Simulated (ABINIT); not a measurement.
# BAs (F-43m) in ABINIT: settings compared

The runs below take BAs through equation of state, band structure, with BP86, PW91.

Everything below comes from runs of ABINIT 10.8.3 (patched build). Logs are shortened: lines on timing, memory, paths and dates and some standing lists are left out, and cuts for length are marked. The log counts tension as positive stress, the text compression.

**What was measured.**

From “Basic Physical Properties of Cubic Boron Arsenide”, 2019, arxiv:1911.11281, for a bulk crystal of BAs: bulk modulus 148 GPa.

The results are compared with them further down.

### Step 1. The crystal as given

It takes space group F-43m (No. 216, cubic). The conventional cell has a = 4.777 Å, b = 4.777 Å, c = 4.777 Å, α = 90.00°, β = 90.00°, γ = 90.00°. As (site symmetry -43m) has 4 B at 2.07 Å as nearest neighbours. Around B (site symmetry -43m) lie 4 As at 2.07 Å.

### Step 2. Equation of state, BP86

The input, run.abi:

```
# Datasets: one volume each
ndtset 7
getwfk -1
scalecart1 3*0.9795861087
scalecart2 3*0.9864848297
scalecart3 3*0.9932883884
scalecart4 3*1.0000000000
scalecart5 3*1.0066227096
scalecart6 3*1.0131594038
scalecart7 3*1.0196128224

# Pseudopotentials
pp_dirpath "./"
pseudos "As.GGA_PBE-JTH.xml, B.GGA_PBE-JTH.xml"

# Structure
acell 3.3778490937 3.3778490937 3.3778490937 Angstrom
rprim
     0.0000000000     0.7071067812     0.7071067812
     0.7071067812     0.0000000000     0.7071067812
     0.7071067812     0.7071067812     0.0000000000
ntypat 2
znucl 33 5
natom 2
typat 1 2
xred
     0.7500000000     0.7500000000     0.7500000000
     0.0000000000     0.0000000000     0.0000000000

# Plane-wave basis
ecut 15.0
pawecutdg 30.0

# k points
kptopt 1
ngkpt 10 10 10
nshiftk 1
shiftk 0.0 0.0 0.0

# Exchange and correlation
ixc -106132

# Bands and occupations
nband 13
occopt 3
tsmear 0.05 eV

# SCF cycle
nstep 100
tolvrs 1.0e-9

# Output
iomode 3
prtwf 1
prtden 0
prteig 0
prtebands 0
```

Potentials or basis: JTH PAW PBE v2.0.

On the command line:

```bash
$ abinit run.abi > log 2>&1
```

run.abo:

```text
.Version 10.8.3 of ABINIT
 DATASET    1 : space group F-4 3 m (#216); Bravais cF (face-center cubic)
================================================================================
 Values of the parameters that define the memory need for DATASET  1.
     intxc =       0    ionmov =       0      iscf =      17    lmnmax =      18
     lnmax =       6     mgfft =      24  mpssoang =       3    mqgrid =    3001
     natom =       2  nloc_mem =       2    nspden =       1   nspinor =       1
    nsppol =       1      nsym =      24    n1xccc =       1    ntypat =       2
    occopt =       3   xclevel =       2
       mpw =         495          nfft =       13824          nkpt =          47
 PAW method is used; the additional fine FFT grid is defined by:
   mgfftf=        32    nfftf =     32768
================================================================================
================================================================================
[... 71 lines left out ...]
 DATASET    7 : space group F-4 3 m (#216); Bravais cF (face-center cubic)
================================================================================
 Values of the parameters that define the memory need for DATASET  7.
     intxc =       0    ionmov =       0      iscf =      17    lmnmax =      18
     lnmax =       6     mgfft =      24  mpssoang =       3    mqgrid =    3001
     natom =       2  nloc_mem =       2    nspden =       1   nspinor =       1
    nsppol =       1      nsym =      24    n1xccc =       1    ntypat =       2
    occopt =       3   xclevel =       2
       mpw =         552          nfft =       13824          nkpt =          47
 PAW method is used; the additional fine FFT grid is defined by:
   mgfftf=        36    nfftf =     46656
================================================================================
================================================================================

--------------------------------------------------------------------------------
------------- Echo of variables that govern the present computation ------------
--------------------------------------------------------------------------------
 -outvars: echo values of preprocessed input variables --------
            acell      6.3832096817E+00  6.3832096817E+00  6.3832096817E+00 Bohr
              amu      7.49215900E+01  1.08110000E+01
             ecut      1.50000000E+01 Hartree
           getwfk          -1
              ixc     -106132
           jdtset        1    2    3    4    5    6    7
         kptrlatt       10    0    0      0   10    0      0    0   10
          kptrlen1     6.25290353E+01
          kptrlen2     6.29693952E+01
          kptrlen3     6.34036806E+01
          kptrlen4     6.38320968E+01
          kptrlen5     6.42548383E+01
          kptrlen6     6.46720892E+01
          kptrlen7     6.50840244E+01
            natom           2
            nband          13
           ndtset           7
[... 137 lines left out ...]
 basis_size (lnmax)=  4 (lmn_size=  8), orbitals=   0   0   1   1
 Spheres core radius: rc_sph= 1.70616958
 Shapefunction is SIN type: shapef(r)=[sin(pi*r/rshp)/(pi*r/rshp)]**2
 Radius for shape functions =  1.40269776
 Compensation charge density is not taken into account in XC energy/potential

   4.97343271E+02                                ecore*ucvol(ha*bohr**3)
--------------------------------------------------------------------------------

================================================================================

--- !BeginCycle
iteration_state: {dtset: 1, }
solver: {iscf: 17, nstep: 100, nline: 4, wfoptalg: 10, }
tolerances: {tolvrs: 1.00E-09, }
...
[... 1062 lines left out ...]
 getcut: wavevector=  0.0000  0.0000  0.0000  ngfft=  36  36  36
         ecut(hartree)=     30.000   => boxcut(ratio)=   2.24338

 getcut : COMMENT -
  Note that boxcut > 2.2 ; recall that boxcut=Gcut(box)/Gcut(sphere) = 2
  is sufficient for exact treatment of convolution.
  Such a large boxcut is a waste : you could raise ecut
  e.g. ecut=   37.745568 Hartrees makes boxcut=2

--------------------------------------------------------------------------------

-inwffil : will read wavefunctions from disk file runo_DS6_WFK.nc

================================================================================
[... 140 lines left out ...]
-Cartesian components of stress tensor (GPa)         [Pressure= -3.6179E+00 GPa]
- sigma(1 1)=  3.61786473E+00  sigma(3 2)=  0.00000000E+00
- sigma(2 2)=  3.61786473E+00  sigma(3 1)=  0.00000000E+00
- sigma(3 3)=  3.61786473E+00  sigma(2 1)=  0.00000000E+00

== END DATASET(S) ==============================================================
================================================================================

 -outvars: echo values of variables after computation  --------
            acell      6.3832096817E+00  6.3832096817E+00  6.3832096817E+00 Bohr
           etotal1    -1.1679859616E+02
           etotal2    -1.1680010766E+02
           etotal3    -1.1680118096E+02
           etotal4    -1.1680185483E+02
           etotal5    -1.1680216635E+02
           etotal6    -1.1680215526E+02
           etotal7    -1.1680184700E+02
            fcart1    -3.8062071614E-30  4.7577589517E-31  1.7655373321E-46
                       3.8062071614E-30 -4.7577589517E-31 -1.7655373321E-46
            fcart2    -2.3622434108E-31 -2.3622434108E-31  7.0867302324E-31
                       2.3622434108E-31  2.3622434108E-31 -7.0867302324E-31
            fcart3    -1.6170451356E-47 -4.6921263070E-31  1.6170451356E-47
                       1.6170451356E-47  4.6921263070E-31 -1.6170451356E-47
            fcart4    -0.0000000000E+00 -0.0000000000E+00 -0.0000000000E+00
                      -0.0000000000E+00 -0.0000000000E+00 -0.0000000000E+00
            fcart5     4.6299716202E-31  1.6342965267E-47 -4.6299716202E-31
                      -4.6299716202E-31 -1.6342965267E-47  4.6299716202E-31
[... 38 lines left out ...]
                       0.0000000000E+00  0.0000000000E+00  0.0000000000E+00
           xangst1     3.5096121310E+00  3.5096121310E+00  3.5096121310E+00
                       0.0000000000E+00  0.0000000000E+00  0.0000000000E+00
           xangst2     3.5343285236E+00  3.5343285236E+00  3.5343285236E+00
                       0.0000000000E+00  0.0000000000E+00  0.0000000000E+00
           xangst3     3.5587039736E+00  3.5587039736E+00  3.5587039736E+00
                       0.0000000000E+00  0.0000000000E+00  0.0000000000E+00
           xangst4     3.5827500000E+00  3.5827500000E+00  3.5827500000E+00
                       0.0000000000E+00  0.0000000000E+00  0.0000000000E+00
           xangst5     3.6064775129E+00  3.6064775129E+00  3.6064775129E+00
                       0.0000000000E+00  0.0000000000E+00  0.0000000000E+00
           xangst6     3.6298968540E+00  3.6298968540E+00  3.6298968540E+00
                       0.0000000000E+00  0.0000000000E+00  0.0000000000E+00
           xangst7     3.6530178395E+00  3.6530178395E+00  3.6530178395E+00
                       0.0000000000E+00  0.0000000000E+00  0.0000000000E+00
             xred      7.5000000000E-01  7.5000000000E-01  7.5000000000E-01
                       0.0000000000E+00  0.0000000000E+00  0.0000000000E+00
 Calculation completed.
```

Wall time 60 s (1 thread of Arm Neoverse V2, shared host); peak memory 0.13 GiB.

Results:

- Equilibrium volume: 14.02 Å³/atom
- Bulk modulus: 128 GPa
- Pressure derivative of the bulk modulus: 4.1

Energy against volume, from the lowest point:
```csv
volume (Å³/atom),energy (meV/atom)
12.809,48.57
13.081,28.01
13.354,13.41
13.626,4.24
13.899,0.00
14.171,0.15
14.444,4.35
```

Caveat: pressures at fixed basis lie under the slope of the energies; the PAW data sets were made with another functional, which shifts forces and pressure a little.

### Step 3. Band structure, PW91

The input, run.abi:

```
# Datasets: ground state, then fixed potential
ndtset 2

# Pseudopotentials
pp_dirpath "./"
pseudos "As.GGA_PBE-JTH.xml, B.GGA_PBE-JTH.xml"

# Structure
acell 3.3778490937 3.3778490937 3.3778490937 Angstrom
rprim
     0.0000000000     0.7071067812     0.7071067812
     0.7071067812     0.0000000000     0.7071067812
     0.7071067812     0.7071067812     0.0000000000
ntypat 2
znucl 33 5
natom 2
typat 1 2
xred
     0.7500000000     0.7500000000     0.7500000000
     0.0000000000     0.0000000000     0.0000000000

# Plane-wave basis
ecut 15.0
pawecutdg 30.0

# Exchange and correlation
ixc -109134

# Bands and occupations
occopt 3
tsmear 0.00183747

# SCF cycle
nstep 100

# Output
iomode 3
prtwf 0
prteig 0
prtebands 0
prtden1 1

# Dataset 1
kptopt1 1
ngkpt1 10 10 10
nshiftk1 1
shiftk1 0.0 0.0 0.0
nband1 13
tolvrs1 1.0e-9

# Dataset 2: bands along G-X-W-K-G-L-U-W-L-K
iscf2 -2
getden2 1
nband2 17
nbdbuf2 2
tolwfr2 1.0e-12
kptopt2 -9
ndivsm2 8
prteig2 1
kptbounds2
     0.0000000000     0.0000000000     0.0000000000
     0.5000000000     0.0000000000     0.5000000000
     0.5000000000     0.2500000000     0.7500000000
     0.3750000000     0.3750000000     0.7500000000
     0.0000000000     0.0000000000     0.0000000000
     0.5000000000     0.5000000000     0.5000000000
     0.6250000000     0.2500000000     0.6250000000
     0.5000000000     0.2500000000     0.7500000000
     0.5000000000     0.5000000000     0.5000000000
     0.3750000000     0.3750000000     0.7500000000
```

Potentials or basis: JTH PAW PBE v2.0.

On the command line:

```bash
$ abinit run.abi > log 2>&1
```

run.abo:

```text
.Version 10.8.3 of ABINIT
 DATASET    1 : space group F-4 3 m (#216); Bravais cF (face-center cubic)
================================================================================
 Values of the parameters that define the memory need for DATASET  1.
     intxc =       0    ionmov =       0      iscf =      17    lmnmax =      18
     lnmax =       6     mgfft =      24  mpssoang =       3    mqgrid =    3001
     natom =       2  nloc_mem =       2    nspden =       1   nspinor =       1
    nsppol =       1      nsym =      24    n1xccc =       1    ntypat =       2
    occopt =       3   xclevel =       2
       mpw =         532          nfft =       13824          nkpt =          47
 PAW method is used; the additional fine FFT grid is defined by:
   mgfftf=        32    nfftf =     32768
================================================================================
================================================================================

 DATASET    2 : space group F-4 3 m (#216); Bravais cF (face-center cubic)
================================================================================
 Values of the parameters that define the memory need for DATASET  2.
     intxc =       0    ionmov =       0      iscf =      -2    lmnmax =      18
     lnmax =       6     mgfft =      24  mpssoang =       3    mqgrid =    3001
     natom =       2  nloc_mem =       2    nspden =       1   nspinor =       1
    nsppol =       1      nsym =      24    n1xccc =       1    ntypat =       2
    occopt =       3   xclevel =       2
[... 1334 lines left out ...]
 kpt#   4, nband= 17, wtk=  1.00000, kpt=  0.0652  0.0000  0.0652 (reduced coord)
  -1.06002   -1.05998   -1.05998   -1.05931   -1.05929   -0.30488    0.24039    0.24248
   0.24248    0.36910    0.39716    0.39716    0.44295    0.62327    0.68736    0.74741
   0.79637
 kpt#   5, nband= 17, wtk=  1.00000, kpt=  0.0870  0.0000  0.0870 (reduced coord)
[... 525 lines left out ...]
   0.14166    0.34587    0.50511    0.55965    0.57388    0.64986    0.74107    0.86680
   0.92488
 kpt# 137, nband= 17, wtk=  1.00000, kpt=  0.3929  0.3929  0.7143 (reduced coord)
  -1.05999   -1.05961   -1.05954   -1.05938   -1.05918   -0.16319   -0.03763    0.04088
   0.13717    0.34102    0.49207    0.57412    0.59003    0.64544    0.74297    0.87279
   0.94509
 kpt# 138, nband= 17, wtk=  1.00000, kpt=  0.3839  0.3839  0.7321 (reduced coord)
  -1.06000   -1.05958   -1.05952   -1.05939   -1.05918   -0.15936   -0.03889    0.03840
   0.13323    0.33686    0.47705    0.58664    0.60599    0.64350    0.74820    0.87504
   0.96322
 kpt# 139, nband= 17, wtk=  1.00000, kpt=  0.3750  0.3750  0.7500 (reduced coord)
  -1.06002   -1.05957   -1.05950   -1.05941   -1.05917   -0.15698   -0.04081    0.03983
   0.12991    0.33343    0.46168    0.59658    0.61586    0.64823    0.75722    0.87472
   0.97399

== END DATASET(S) ==============================================================
================================================================================

 -outvars: echo values of variables after computation  --------
            acell      6.3832096817E+00  6.3832096817E+00  6.3832096817E+00 Bohr
           etotal1    -1.1684783537E+02
            fcart1    -3.7285076621E-30 -1.3287995677E-47  3.7285076621E-30
                       3.7285076621E-30  1.3287995677E-47 -3.7285076621E-30
            rprim      0.0000000000E+00  7.0710678120E-01  7.0710678120E-01
                       7.0710678120E-01  0.0000000000E+00  7.0710678120E-01
                       7.0710678120E-01  7.0710678120E-01  0.0000000000E+00
           strten1    -9.0063829909E-05 -9.0063829909E-05 -9.0063829909E-05
                       0.0000000000E+00  0.0000000000E+00  0.0000000000E+00
           xangst      3.5827500000E+00  3.5827500000E+00  3.5827500000E+00
                       0.0000000000E+00  0.0000000000E+00  0.0000000000E+00
             xred      7.5000000000E-01  7.5000000000E-01  7.5000000000E-01
                       0.0000000000E+00  0.0000000000E+00  0.0000000000E+00
 Calculation completed.
```

Wall time 29 s (1 thread of Arm Neoverse V2, shared host); peak memory 0.11 GiB.

What came out:

```yaml
Free_energy: -3179.5916 eV
Pressure: 2.6 GPa
Band_gap_on_the_k_mesh: 1.20 eV, indirect (least direct gap 3.29 eV)
Band_gap_along_the_path: 1.20 eV, indirect (least direct gap 3.29 eV)
Valence_electrons_inside_the_program's_atomic_spheres: As 12.81; B 1.79
```

Levels at the corners of the path, in eV from the valence-band top:
```tsv
point	band 5	band 6	band 7	band 8	band 9	band 10	band 11	band 12	band 13	band 14
Γ	-35.83	-15.40	0.00	0.00	0.00	3.29	3.29	3.29	4.63	9.57
X	-35.83	-11.24	-8.50	-4.06	-4.06	1.46	1.46	11.37	11.37	12.84
W	-35.83	-11.08	-8.03	-5.46	-5.17	5.28	5.93	6.83	7.05	12.33
K	-35.83	-11.28	-8.12	-5.92	-3.47	2.07	5.56	9.23	9.75	10.63
Γ	-35.83	-15.40	0.00	0.00	0.00	3.29	3.29	3.29	4.63	9.57
L	-35.83	-12.54	-8.76	-1.82	-1.82	2.68	4.81	4.81	8.89	12.70
U	-35.83	-11.28	-8.12	-5.92	-3.47	2.07	5.56	9.23	9.75	10.63
W	-35.83	-11.08	-8.03	-5.46	-5.17	5.28	5.93	6.83	7.05	12.33
L	-35.83	-12.54	-8.76	-1.82	-1.82	2.68	4.81	4.81	8.89	12.70
K	-35.83	-11.28	-8.12	-5.92	-3.47	2.07	5.56	9.23	9.75	10.63
```

Caveat: the PAW data sets were made with another functional, which shifts forces and pressure a little.

### Step 4. Against experiment

Step 2. Against the measured bulk modulus of BAs, 148 GPa (quoted in “Basic Physical Properties of Cubic Boron Arsenide”, 2019, arxiv:1911.11281), the calculated 128 GPa is off by -13.4 %. The fit is for a static lattice scaled at fixed shape and fixed fractional positions.
